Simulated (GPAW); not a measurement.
# SrCl2 in GPAW: convergence with plane-wave cutoff (eV)

Input of the first run (plane-wave cutoff (eV) 200); the others differ in this setting and in those tied to it:

run.py

```python
from ase import Atoms
from ase.dft.bandgap import bandgap
from ase.io import write
from ase.units import GPa
from gpaw import GPAW, PW

atoms = Atoms(['Sr', 'Cl', 'Cl'],
              cell=[[0.0, 3.48835, 3.48835],
                    [3.48835, 0.0, 3.48835],
                    [3.48835, 3.48835, 0.0]],
              scaled_positions=[[0.0, 0.0, 0.0],
                                [0.75, 0.75, 0.75],
                                [0.25, 0.25, 0.25]],
              pbc=True)

calc = GPAW(mode=PW(200),
            xc='MGGA_X_R2SCAN+MGGA_C_R2SCAN',
            kpts={'size': (7, 7, 7), 'gamma': True},
            occupations={'name': 'fermi-dirac', 'width': 0.05},
            nbands=22,
            convergence={'density': 1e-05, 'energy': 1e-05},
            maxiter=100,
            txt='gpaw.txt')
atoms.calc = calc
energy = atoms.get_potential_energy()
forces = atoms.get_forces()
stress = atoms.get_stress()
calc.write('gs.gpw')
write('result.traj', atoms)
print(f'Energy: {energy:.6f} eV')
print('Forces (eV/A):')
print(forces.round(4))
print('Stress (GPa):', (stress / GPa).round(3))
print('Fermi level:', round(calc.get_fermi_level(), 4), 'eV')
print(f'Gap: {bandgap(calc)[0]:.4f} eV, direct: {bandgap(calc, direct=True)[0]:.4f} eV')
```

Potentials or basis: GPAW PAW data sets (gpaw-data 1.2.1), pw.

Launch:

```sh
$ OMP_NUM_THREADS=1 python run.py
```

Hardware: 1 thread of Arm Neoverse V1, with other jobs on the host.

Question: The values tried are 200, 250, 300, 350, 400, 500, 600, 800, 1000, loosest first. From which on does the gap on the mesh stay within 0.01 eV of the tightest run that finished?

Answer: From 350 on.

| plane-wave cutoff (eV) | energy less the tightest run, at zero smearing (meV/atom) | pressure (GPa) | gap on the mesh (eV) | SCF cycles | CPU time (s) | peak memory (GiB) |
| --- | --- | --- | --- | --- | --- | --- |
| 200 | 274.56 | -5.29 | 6.024 | 14 | 33 | 0.2 |
| 250 | 74.44 | -0.78 | 6.021 | 15 | 37 | 0.21 |
| 300 | 51.73 | 0.29 | 6.015 | 15 | 31 | 0.21 |
| 350 | 46.68 | 0.16 | 6.005 | 15 | 68 | 0.22 |
| 400 | 36.86 | 0.06 | 6.008 | 15 | 71 | 0.23 |
| 500 | 16.99 | 0.14 | 6.008 | 15 | 110 | 0.25 |
| 600 | 6.74 | 0.29 | 6.005 | 15 | 120 | 0.26 |
| 800 | 1.72 | 0.37 | 6.003 | 15 | 240 | 0.32 |
| 1000 | 0.00 | 0.38 | 6.003 | 15 | 230 | 0.35 |

Against the tightest run, the pressure stays within 0.1 GPa from 600 on. Not settled before the last step: the energy (to 1 meV/atom). The tightest run that finished is the yardstick and may itself not be fully converged.

Caveat, for the tightest run too: the PAW data sets were made with another functional, which shifts forces and pressure a little; an odd mesh through Γ misses points on the zone boundary, where band edges often lie.
